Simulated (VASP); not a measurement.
# HfO2 (P4_2/nmc) in VASP: notebook

Runs on HfO2. Level: LDA. Tasks: phonons.

Everything below comes from runs of VASP 6.6.1. Logs are shortened: lines on timing, memory, paths and dates and some standing lists are left out, and cuts for length are marked.

**1. Starting point**

It takes space group P4_2/nmc (No. 137, tetragonal). The conventional cell has a = 3.558 Å, b = 3.558 Å, c = 5.121 Å, α = 90.00°, β = 90.00°, γ = 90.00°. Hf (site symmetry -4m2) is surrounded by 8 O at 2.05 to 2.35 Å. Around O (site symmetry 2mm) lie 4 Hf at 2.05 to 2.35 Å.

Measurements of this composition are mostly on another form, of space group No. 14.

**2. Phonons, LDA**

File POSCAR:

```
HfO2
1.0
    3.5581895271      0.0000000000      0.0000000000
    0.0000000000      3.5581895271      0.0000000000
    0.0000000000      0.0000000000      5.1208422314
  Hf              O
     2     4
Direct
     0.5000000000000000    0.5000000000000000    0.5000000000000000
     0.0000000000000000    1.0000000000000000    1.0000000000000000
     0.0000000000000000    0.5000000000000000    0.7002650112075410
     0.5000000000000000    1.0000000000000000    0.7997349887924590
     0.5000000000000000    1.0000000000000000    0.2997349887924589
     1.0000000000000000    0.5000000000000000    0.2002650112075411
```

File INCAR.step1:

```
PREC = Accurate
ENCUT = 600
EDIFF = 1E-8
ISMEAR = -1
SIGMA = 0.05
LREAL = F
LASPH = T
NELM = 60
ALGO = Normal
ISIF = 2
LWAVE = F
LCHARG = F
GGA = CA
KPAR = 8
IBRION = 2
NSW = 40
EDIFFG = -0.002
```

File INCAR.step2:

```
PREC = Accurate
ENCUT = 600
EDIFF = 1E-8
ISMEAR = -1
SIGMA = 0.05
LREAL = F
LASPH = T
NELM = 60
ALGO = Normal
ISIF = 2
LWAVE = F
LCHARG = F
GGA = CA
KPAR = 8
IBRION = 8
NSW = 1
LEPSILON = T
```

File KPOINTS:

```
Automatic mesh
0
Gamma
  6 6 4
```

Potentials or basis: VASP PAW LDA potentials, release 64 (Hf_pv, O).

Command:

```bash
$ cat potpaw_LDA.64/Hf_pv/POTCAR potpaw_LDA.64/O/POTCAR > POTCAR
$ cp INCAR.step1 INCAR
$ mpirun -np 8 vasp_std > vasp.out
$ cp CONTCAR POSCAR
$ cp INCAR.step2 INCAR
$ mpirun -np 8 vasp_std > vasp.out
```

OUTCAR:

```text
PREC = Accurate
   ENCUT = 600
   EDIFF = 1E-8
   ISMEAR = -1
   LREAL = F
   LASPH = T
   NELM = 60
   ISIF = 2
   GGA = CA
   IBRION = 8
   NSW = 1
   LEPSILON = T

 ion  position               nearest neighbor table
   1  0.500  0.500  0.500-   3 2.05   5 2.05   5 2.05   3 2.05   4 2.35   4 2.35   6 2.35   6 2.35
                             2 3.59   2 3.59   2 3.59   2 3.59   2 3.59   2 3.59   2 3.59   2 3.59
   2  0.000  0.000  0.000-   4 2.05   6 2.05   6 2.05   4 2.05   3 2.35   5 2.35   3 2.35   5 2.35
                             1 3.59   1 3.59   1 3.59   1 3.59   1 3.59   1 3.59   1 3.59   1 3.59
   3  0.000  0.500  0.700-   1 2.05   1 2.05   2 2.35   2 2.35
   4  0.500  0.000  0.800-   2 2.05   2 2.05   1 2.35   1 2.35
   5  0.500  0.000  0.300-   1 2.05   1 2.05   2 2.35   2 2.35
   6  0.000  0.500  0.200-   2 2.05   2 2.05   1 2.35   1 2.35

  LATTYP: Found a simple tetragonal cell.
 ALAT       =     3.5581895271
 C/A-ratio  =     1.4391707334

  Lattice vectors:

 A1 = (   3.5581895271,   0.0000000000,   0.0000000000)
 A2 = (   0.0000000000,   3.5581895271,   0.0000000000)
 A3 = (   0.0000000000,   0.0000000000,   5.1208422314)

Analysis of symmetry for initial positions (statically):
=====================================================================
 Subroutine PRICEL returns:
 Original cell was already a primitive cell.

 Routine SETGRP: Setting up the symmetry group for a
 simple tetragonal supercell.

 Subroutine GETGRP returns: Found 16 space group operations
 (whereof  8 operations were pure point group operations)
 out of a pool of 16 trial point group operations.

The static configuration has the point symmetry D_2d.
 The point group associated with its full space group is D_4h.

Analysis of symmetry for dynamics (positions and initial velocities):
=====================================================================
 Subroutine PRICEL returns:
 Original cell was already a primitive cell.

 Routine SETGRP: Setting up the symmetry group for a
 simple tetragonal supercell.

 Subroutine GETGRP returns: Found 16 space group operations
 (whereof  8 operations were pure point group operations)
 out of a pool of 16 trial point group operations.

The dynamic configuration has the point symmetry D_2d.
 The point group associated with its full space group is D_4h.

 Subroutine INISYM returns: Found 16 space group operations
 (whereof  8 operations are pure point group operations),
 and found     1 'primitive' translations

----------------------------------------------------------------------------------------

                                     Primitive cell

  volume of cell :      64.8335

[... 953 lines left out ...]
  z     0.00000     0.00000     0.00000     0.00000     0.00000     0.00000

 PIEZOELECTRIC TENSOR (including local field effects)  for field in x, y, z        (C/m^2)
          XX          YY          ZZ          XY          YZ          ZX
  --------------------------------------------------------------------------------
  x     0.00000     0.00000     0.00000     0.00000     0.00000     0.00000
  y     0.00000     0.00000     0.00000     0.00000     0.00000     0.00000
  z     0.00000     0.00000     0.00000     0.00000     0.00000     0.00000

 BORN EFFECTIVE CHARGES (including local field effects) (in |e|, cummulative output)
 ---------------------------------------------------------------------------------
 ion    1
    1     5.54169     0.00000     0.00000
    2     0.00000     5.54169     0.00000
    3     0.00000     0.00000     4.81250
 ion    2
    1     5.54169     0.00000     0.00000
    2     0.00000     5.54169     0.00000
    3     0.00000     0.00000     4.81250
 ion    3
    1    -3.42792     0.00000     0.00000
    2     0.00000    -2.11377     0.00000
    3     0.00000     0.00000    -2.40625
 ion    4
    1    -3.42792     0.00000     0.00000
    2     0.00000    -2.11377     0.00000
    3     0.00000     0.00000    -2.40625
 ion    5
    1    -2.11377     0.00000     0.00000
    2     0.00000    -3.42792     0.00000
    3     0.00000     0.00000    -2.40625
 ion    6
    1    -2.11377     0.00000     0.00000
    2     0.00000    -3.42792     0.00000
    3     0.00000     0.00000    -2.40625

 INTERNAL STRAIN TENSOR FOR ION    6 for displacements in x,y,z  (eV/Angst):
          X           Y           Z          XY          YZ          ZX
  --------------------------------------------------------------------------------
  x     0.00000     0.00000     0.00000     0.00000     0.00000     3.05328
  y     0.00000     0.00000     0.00000     0.00000   -10.05771     0.00000
  z     4.13973   -11.52842    -8.51432     0.00000     0.00000     0.00000

 SECOND DERIVATIVES (NOT SYMMETRIZED)
 ------------------------------------
               1X          1Y          1Z          2X          2Y          2Z          3X          3Y          3Z          4X          4Y          4Z          5X          5Y          5Z          6X          6Y          6Z
  1X   -10.005719    0.000000    0.000000    0.555800    0.000000    0.000000    9.304863    0.000000    0.000000    0.935648    0.000000    0.000000    1.511939    0.000000    0.000000   -2.302530    0.000000    0.000000
  1Y     0.000000  -10.005719    0.000000    0.000000    0.555800    0.000000    0.000000    1.511939    0.000000    0.000000   -2.302530    0.000000    0.000000    9.304863    0.000000    0.000000    0.935648    0.000000
  1Z     0.000000    0.000000  -24.891369    0.000000    0.000000   14.933668    0.000000    0.000000    6.379357    0.000000    0.000000   -1.400507    0.000000    0.000000    6.379357    0.000000    0.000000   -1.400507
  2X     0.555800    0.000000    0.000000  -10.005719    0.000000    0.000000    0.935648    0.000000    0.000000    9.304863    0.000000    0.000000   -2.302530    0.000000    0.000000    1.511939    0.000000    0.000000
  2Y     0.000000    0.555800    0.000000    0.000000  -10.005719    0.000000    0.000000   -2.302530    0.000000    0.000000    1.511939    0.000000    0.000000    0.935648    0.000000    0.000000    9.304863    0.000000
  2Z     0.000000    0.000000   14.933668    0.000000    0.000000  -24.891369    0.000000    0.000000   -1.400507    0.000000    0.000000    6.379357    0.000000    0.000000   -1.400507    0.000000    0.000000    6.379357
  3X     9.306647    0.000000    0.000000    0.938259    0.000000    0.000000  -18.633729    0.000000    0.000000    7.159135    0.000000    0.000000    0.330887    0.000000    0.000000    0.898801    0.000000    0.000000
  3Y     0.000000    1.518798    0.000000    0.000000   -2.301446    0.000000    0.000000   -5.991378    0.000000    0.000000    5.545235    0.000000    0.000000    0.328123    0.000000    0.000000    0.900668    0.000000
  3Z     0.000000    0.000000    6.372811    0.000000    0.000000   -1.399114    0.000000    0.000000  -14.044257    0.000000    0.000000   -1.176245    0.000000    0.000000    1.307850    0.000000    0.000000    8.938956
  4X     0.938259    0.000000    0.000000    9.306647    0.000000    0.000000    7.159135    0.000000    0.000000  -18.633729    0.000000    0.000000    0.898801    0.000000    0.000000    0.330887    0.000000    0.000000
  4Y     0.000000   -2.301446    0.000000    0.000000    1.518798    0.000000    0.000000    5.545235    0.000000    0.000000   -5.991378    0.000000    0.000000    0.900668    0.000000    0.000000    0.328123    0.000000
  4Z     0.000000    0.000000   -1.399114    0.000000    0.000000    6.372811    0.000000    0.000000   -1.176245    0.000000    0.000000  -14.044257    0.000000    0.000000    8.938956    0.000000    0.000000    1.307850
  5X     1.518798    0.000000    0.000000   -2.301446    0.000000    0.000000    0.328123    0.000000    0.000000    0.900668    0.000000    0.000000   -5.991378    0.000000    0.000000    5.545235    0.000000    0.000000
  5Y     0.000000    9.306647    0.000000    0.000000    0.938259    0.000000    0.000000    0.330887    0.000000    0.000000    0.898801    0.000000    0.000000  -18.633729    0.000000    0.000000    7.159135    0.000000
  5Z     0.000000    0.000000    6.372811    0.000000    0.000000   -1.399114    0.000000    0.000000    1.307850    0.000000    0.000000    8.938956    0.000000    0.000000  -14.044257    0.000000    0.000000   -1.176245
  6X    -2.301446    0.000000    0.000000    1.518798    0.000000    0.000000    0.900668    0.000000    0.000000    0.328123    0.000000    0.000000    5.545235    0.000000    0.000000   -5.991378    0.000000    0.000000
  6Y     0.000000    0.938259    0.000000    0.000000    9.306647    0.000000    0.000000    0.898801    0.000000    0.000000    0.330887    0.000000    0.000000    7.159135    0.000000    0.000000  -18.633729    0.000000
  6Z     0.000000    0.000000   -1.399114    0.000000    0.000000    6.372811    0.000000    0.000000    8.938956    0.000000    0.000000    1.307850    0.000000    0.000000   -1.176245    0.000000    0.000000  -14.044257

 Eigenvectors and eigenvalues of the dynamical matrix
 ----------------------------------------------------

   1 f  =   19.957360 THz   125.395790 2PiTHz  665.705867 cm-1    82.536971 meV
             X         Y         Z           dx          dy          dz
      1.779095  1.779095  2.560421    -0.070558   -0.012038   -0.000000
      0.000000  0.000000  0.000000     0.070558    0.012038    0.000000
      0.000000  1.779095  3.585947     0.692682    0.005582    0.000000
      1.779095  0.000000  4.095317    -0.692682   -0.005582   -0.000000
      1.779095  0.000000  1.534896     0.032715    0.118180    0.000000
      0.000000  1.779095  1.025526    -0.032715   -0.118180    0.000000
[... 145 lines left out ...]
  18 f/i=    0.007371 THz     0.046311 2PiTHz    0.245857 cm-1     0.030482 meV
             X         Y         Z           dx          dy          dz
      1.779095  1.779095  2.560421     0.116985    0.641232   -0.000000
      0.000000  0.000000  0.000000     0.116985    0.641232   -0.000000
      0.000000  1.779095  3.585947     0.034972    0.189659   -0.000000
      1.779095  0.000000  4.095317     0.034972    0.189659   -0.000000
      1.779095  0.000000  1.534896     0.034601    0.191692   -0.000000
      0.000000  1.779095  1.025526     0.034601    0.191692   -0.000000

--------------------------------------------------------------------------------------------------------

 MACROSCOPIC STATIC DIELECTRIC TENSOR IONIC CONTRIBUTION
 ------------------------------------------------------
         116.021572    -0.000000    -0.000000
          -0.000000   116.021572    -0.000000
          -0.000000    -0.000000    12.987589
 ------------------------------------------------------

 ELASTIC MODULI CONTR FROM IONIC RELAXATION (kBar)
 Direction    XX          YY          ZZ          XY          YZ          ZX
 --------------------------------------------------------------------------------
 XX        -794.0006    278.7715   -593.7222      0.0000     -0.0000     -0.0000
 YY         278.7715   -794.0006   -593.7222      0.0000     -0.0000     -0.0000
 ZZ        -593.7222   -593.7222  -1368.3467      0.0000     -0.0000     -0.0000
 XY           0.0000      0.0000      0.0000      0.0000      0.0000      0.0000
 YZ          -0.0000     -0.0000     -0.0000      0.0000   -709.3933     -0.0000
 ZX          -0.0000     -0.0000     -0.0000      0.0000     -0.0000   -727.3821
 --------------------------------------------------------------------------------

 PIEZOELECTRIC TENSOR IONIC CONTR  for field in x, y, z        (C/m^2)
          XX          YY          ZZ          XY          YZ          ZX
  --------------------------------------------------------------------------------
  x     0.00000    -0.00000     0.00000     0.00000    -0.00000    -0.00000
  y     0.00000     0.00000     0.00000     0.00000     0.00000     0.00000
  z    -0.00000     0.00000     0.00000     0.00000    -0.00000     0.00000
```

Run time: 4 min. Hardware: 8 MPI ranks of AMD EPYC 7R13 (Zen 3), shared host; peak memory 0.57 GiB.

Results:

```yaml
Electronic_dielectric_tensor_diagonal: 5.33, 5.33, 4.79
Born_charges_mean_of_the_diagonal: Hf +5.30; O -2.65 e
Highest_phonon_frequency_at_Γ_LO-TO_splitting_left_out: 666 cm⁻¹
```

Phonon frequencies in cm⁻¹ (negative: imaginary):
```csv
q point,frequencies
"(0.000, 0.000, 0.000)",0 0 0 76 76 100 100 224 298 316 444 444 460 460 599 658 666 666
```

Electronic dielectric tensor:
```
5.33 0.00 0.00
0.00 5.33 0.00
0.00 0.00 4.79
```

Born effective charge tensors (e):
atom 1, Hf
```
5.54 0.00 0.00
0.00 5.54 0.00
0.00 0.00 4.81
```
atom 2, Hf
```
5.54 0.00 0.00
0.00 5.54 0.00
0.00 0.00 4.81
```
atom 3, O
```
-3.43  0.00  0.00
 0.00 -2.11  0.00
 0.00  0.00 -2.41
```
atom 4, O
```
-3.43  0.00  0.00
 0.00 -2.11  0.00
 0.00  0.00 -2.41
```
atom 5, O
```
-2.11  0.00  0.00
 0.00 -3.43  0.00
 0.00  0.00 -2.41
```
atom 6, O
```
-2.11  0.00  0.00
 0.00 -3.43  0.00
 0.00  0.00 -2.41
```

(Continued in part 2 of 3.)
